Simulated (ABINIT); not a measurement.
# SiC (Moissanite 3C): from the cell to the phonon bands, part 4 of 4

How does SiC (Moissanite 3C) vibrate, and is this structure a minimum?

ABINIT 10.8.3; DFT PBE, scalar-relativistic, plane waves, PseudoDojo stringent norm-conserving pseudopotentials.

So far, highest frequency (cm⁻¹): step 9 (dispersion) 943. The relaxed cell has a = 4.380 Å (conventional setting).

## Step 10: Density of states

Sums over the zone need many more wavevectors than were solved, so the interpolation is sampled on a dense mesh.

The input, anaddb.abi:

```
ddb_filepath "all_DDB"
output_file "anaddb.abo"
outdata_prefix "anaddb"
ifcflag 1
ngqpt 4 4 4
nqshft 1
q1shft 0.0 0.0 0.0
asr 1
chneut 1
dipdip 1
dipquad 0
quadquad 0
prtdos 2
ng2qpt 18 18 18
dosdeltae 4.5563e-06
ntemper 11
temperinc 100.0
tempermin 0.0
```

The run is started by

```console
$ OMP_NUM_THREADS=1 anaddb anaddb.abi > anaddb.log
```

anaddb.abo, the main output file:

```text
[banners, grids, parts of the stress and lines that vanish by symmetry left out]
-outvars_anaddb: echo values of input variables ----------------------

 Flags :
     ifcflag         1
 Miscellaneous information :
         asr         1
 Interatomic Force Constants Inputs :
      dipdip         1
     dipquad         0
    quadquad         0
      ifcana         0
      ifcout         0
 Description of grid 1 :
        brav         1
       ngqpt         4         4         4
      nqshft         1
      q1shft
                     0.00000000E+00  0.00000000E+00  0.00000000E+00
 Phonon DOS information :
   dosdeltae  4.55630000E-06
    dossmear  4.55633525E-06
 Description of grid 2 (Fourier interp. or BZ sampling):
      ng2qpt        18        18        18
      ngrids         4
      q2shft         0.00000000E+00  0.00000000E+00  0.00000000E+00

================================================================================

 read the DDB information and perform some checks

  ==== Info on the Cryst% object ====
 Real(R)+Recip(G) space primitive vectors, cartesian coordinates (Bohr,Bohr^-1):
 R(1)=  0.0000000  4.1385612  4.1385612  G(1)= -0.1208149  0.1208149  0.1208149
 R(2)=  4.1385612  0.0000000  4.1385612  G(2)=  0.1208149 -0.1208149  0.1208149
 R(3)=  4.1385612  4.1385612  0.0000000  G(3)=  0.1208149  0.1208149 -0.1208149
 Unit cell volume ucvol=  1.4176797E+02 bohr^3
 Angles (23,13,12)=  6.00000000E+01  6.00000000E+01  6.00000000E+01 degrees
 Time-reversal symmetry is present
 Reduced atomic positions [iatom, xred, symbol]:
    1)    0.0000000  0.0000000  0.0000000  Si
    2)    0.2500000  0.2500000  0.2500000   C

 DDB file with 8 blocks has been read.

================================================================================

 Dielectric Tensor and Effective Charges

 anaddb : Zero the imaginary part of the Dynamical Matrix at Gamma,
   and impose the ASR on the effective charges

 The violation of the charge neutrality conditions
 by the effective charges is as follows :
    atom        electric field
 displacement     direction
       1               1       -0.035492        0.000000
       1               2        0.000000        0.000000
       1               3        0.000000        0.000000
       2               1        0.000000        0.000000
       2               2       -0.035492        0.000000
       2               3       -0.000000        0.000000
       3               1       -0.000000        0.000000
       3               2       -0.000000        0.000000
       3               3       -0.035492        0.000000

 Effective charge tensors after
 imposition of the charge neutrality (if requested by user),
 and eventual restriction to some part :
   atom    displacement
         1         1    2.697009E+00   -1.456092E-17   -1.466409E-17
         1         2   -1.456092E-17    2.697009E+00    1.445774E-17
         1         3    1.456092E-17    1.456092E-17    2.697009E+00
         2         1   -2.697009E+00    1.456092E-17    1.466409E-17
         2         2    1.456092E-17   -2.697009E+00   -1.445774E-17
         2         3   -1.456092E-17   -1.456092E-17   -2.697009E+00
 Now, the imaginary part of the dynamical matrix is zeroed

================================================================================

 Calculation of the interatomic forces

       Homogeneous q point set in the B.Z.
 Grid q points  :       64
  1)   0.00000000E+00  0.00000000E+00  0.00000000E+00
  2)   2.50000000E-01  0.00000000E+00  0.00000000E+00
  3)   5.00000000E-01  0.00000000E+00  0.00000000E+00
  4)  -2.50000000E-01  0.00000000E+00  0.00000000E+00
  5)   0.00000000E+00  2.50000000E-01  0.00000000E+00
  6)   2.50000000E-01  2.50000000E-01  0.00000000E+00
  7)   5.00000000E-01  2.50000000E-01  0.00000000E+00
  8)  -2.50000000E-01  2.50000000E-01  0.00000000E+00
  9)   0.00000000E+00  5.00000000E-01  0.00000000E+00
 10)   2.50000000E-01  5.00000000E-01  0.00000000E+00
 11)   5.00000000E-01  5.00000000E-01  0.00000000E+00
 12)  -2.50000000E-01  5.00000000E-01  0.00000000E+00
 13)   0.00000000E+00 -2.50000000E-01  0.00000000E+00
 14)   2.50000000E-01 -2.50000000E-01  0.00000000E+00
[...]
58)   2.50000000E-01  5.00000000E-01 -2.50000000E-01
 59)   5.00000000E-01  5.00000000E-01 -2.50000000E-01
 60)  -2.50000000E-01  5.00000000E-01 -2.50000000E-01
 61)   0.00000000E+00 -2.50000000E-01 -2.50000000E-01
 62)   2.50000000E-01 -2.50000000E-01 -2.50000000E-01
 63)   5.00000000E-01 -2.50000000E-01 -2.50000000E-01
 64)  -2.50000000E-01 -2.50000000E-01 -2.50000000E-01

 The interatomic forces have been obtained

================================================================================

 Calculation of phonon density of states

 Average speed of sound partial sums:     0.3865300586E-02 (at units)
-                                   =           8.4561 [km/s]

 Debye frequency from partial sums:     0.2889399250E-02 (Ha)
-                                 =     0.1901133379E+02 (THz)
-Debye temperature from partial sums:     0.9124001200E+03 (K)

 Average speed of sound partial sums:     0.3865300586E-02 (at units)
-                                   =           8.4561 [km/s]

 Debye frequency from partial sums:     0.2889399250E-02 (Ha)
-                                 =     0.1901133379E+02 (THz)
-Debye temperature from partial sums:     0.9124001200E+03 (K)

 Average speed of sound:     0.4243661101E-02 (at units)
-                      =           9.2838 [km/s]

 Debye frequency from DOS:     0.3172232257E-02 (Ha)
-                        =     0.2087228558E+02 (THz)
-Debye temperature from DOS:     0.1001711720E+04 (K)

-
```

Wall time 5.2 s (1 thread of Arm Neoverse V2, shared host).

Numbers from this step:

```yaml
share_of_modes_beyond_3i_cm_minus1_on_the_dense_interpolated_mesh: 0
zero_point_energy_per_atom: 108.4 meV
heat_capacity_at_300_k: 13.76 J/(mol atoms K)
vibrational_entropy_at_300_k: 8.692 J/(mol atoms K)
```

The phonon density of states has structure finer than the step of the table below, so its rows give means over 25 cm⁻¹, whole bins alone (the curve runs from 0 to 984 cm⁻¹). Peaks (cm⁻¹: height): 360.0: 0.0154, 750.0: 0.104, 840.0: 0.0383.

Tetrahedra. Phonon density of states against wavenumber; means over each step:

```
wavenumber (cm⁻¹)  phonon density of states (1/cm⁻¹/cell)
               25                                  1.3e-5
               50                                  7.2e-5
               75                                  2.1e-4
              100                                  4.3e-4
              125                                  6.9e-4
              150                                 0.00110
              175                                 0.00159
              200                                 0.00231
              225                                 0.00341
              250                                 0.00564
              275                                 0.00875
              300                                 0.00983
              325                                  0.0112
              350                                  0.0136
              375                                  0.0109
              400                                 0.00753
              425                                 0.00757
              450                                 0.00425
              475                                 0.00294
              500                                 0.00460
              525                                  0.0104
              550                                 0.00810
              575                                 0.00358
              600                                 0.00115
              625                                  7.3e-5
              650                                       0
              675                                       0
              700                                       0
              725                                 0.00718
              750                                  0.0596
              775                                  0.0135
              800                                  2.0e-4
              825                                  0.0108
              850                                  0.0180
              875                                 0.00550
              900                                 0.00343
              925                                 0.00189
              950                                  1.3e-4
```

Harmonic thermodynamic functions per atom, summed over the density of states scaled to three modes an atom; melting is ignored. Thermodynamic functions:

```
T (K)  F_vib (meV/atom)  S (J/mol-atom/K)  C_V (J/mol-atom/K)
    0             108.4                 0                   0
   50             108.4             0.069               0.255
  100             108.2             0.757               2.273
  200             105.8             4.203               8.453
  300             99.13             8.692               13.76
  400             87.78             13.17               17.29
  500             71.96             17.29               19.52
  600             52.09             20.98               20.94
  700              28.6             24.29               21.89
  800              1.86             27.25               22.55
  900             -27.8             29.94               23.02
 1000            -60.11             32.38               23.36
```

At 300 K the heat capacity has reached 55 % of the Dulong-Petit value.

## Step 11: What came out

```json
{"space group after relaxation": "F-43m", "volume per atom": "10.5 Å³", "highest optical zone-centre mode (no LO-TO term)": "777 cm⁻¹", "highest mode moved by the LO-TO term": "942.8 cm⁻¹", "mean high-frequency dielectric constant": "7.10", "largest Born charge in size (third of the trace)": "2.71 e", "mean static dielectric constant": "10.5", "q mesh": "4×4×4", "lowest mode on the q mesh (acoustic ones at the zone centre apart)": "195.0 cm⁻¹", "zero-point energy per atom": "108.4 meV", "heat capacity at 300 K": "13.8 J/(mol atoms K)", "vibrational entropy at 300 K": "8.69 J/(mol atoms K)", "imaginary modes on the q mesh": "none"}
```

What this shows: SiC (Moissanite 3C) is dynamically stable on the 4×4×4 mesh; its spectrum reaches 943 cm⁻¹. At the PBE level the optical modes of SiC (Moissanite 3C) at the zone centre (no LO-TO term) lie at 777 cm⁻¹. The base run prints -0.31 GPa, mostly the error of a finite basis; the relaxation, with a smoothed and higher cutoff, had brought the cell to rest. Along the directions run, the highest mode that the macroscopic field moves lies at 943 cm⁻¹. Lattice motion raises the mean dielectric constant from 7.104 to 10.46. The Lyddane-Sachs-Teller relation holds: (ωLO/ωTO)² is 1.47 and ε₀/ε∞ is 1.47. These are harmonic frequencies at zero temperature: anharmonic shifts and linewidths and thermal expansion are left out.

Computed beside measured:

| quantity | measured | PBE PseudoDojo norm-conserving, ABINIT |
| --- | --- | --- |
| lattice constant a (Å) | 4.357 | 4.380 (+0.5 %) |
| ε∞ (mean of the tensor) | 6.49 | 7.10 (+9.5 %) |
| Raman mode, TO at Gamma (degenerate … (cm⁻¹) | 796 | 777 (-2.4 %) |
| infrared mode, TO at Gamma (cm⁻¹) | 797.5 | 777 (-2.6 %) |

Measured values from arxiv:1210.3244 (2012), arxiv:astro-ph/9903031 (1999), arxiv:cond-mat/0701342 (2007) and arxiv:0803.1210 (2008).

Verdict: The lattice constant a is off by +0.5 %: good agreement. The ε∞ is off by +9.5 %: fair agreement. The Raman mode is off by -2.4 %: good agreement. The infrared mode is off by -2.6 %: good agreement. The grades are ours: good and fair within 0.7 and 1.5 % for the lattice constant a, 7 and 18 % for the ε∞, 3 and 7 % for the Raman mode and 3 and 7 % for the infrared mode. For lattice constants, Raman mode and infrared mode the calculation has a static lattice, without zero-point motion or thermal expansion (measured at up to 300 K). As a rule both would widen the computed cell, so the excess over experiment is if anything larger than shown.

[Host names and launcher messages were left out of these logs when they were recorded.]

[Logs are printed without paths, hosts, clocks, repeated set-up lines and the standing remarks that a program may print on its own settings, such as how far it seeks lower states.]

[Hosts, paths, dates, database ids (printed as entryN), source tags and the programs' standing remarks are cut or masked in the printed files.]
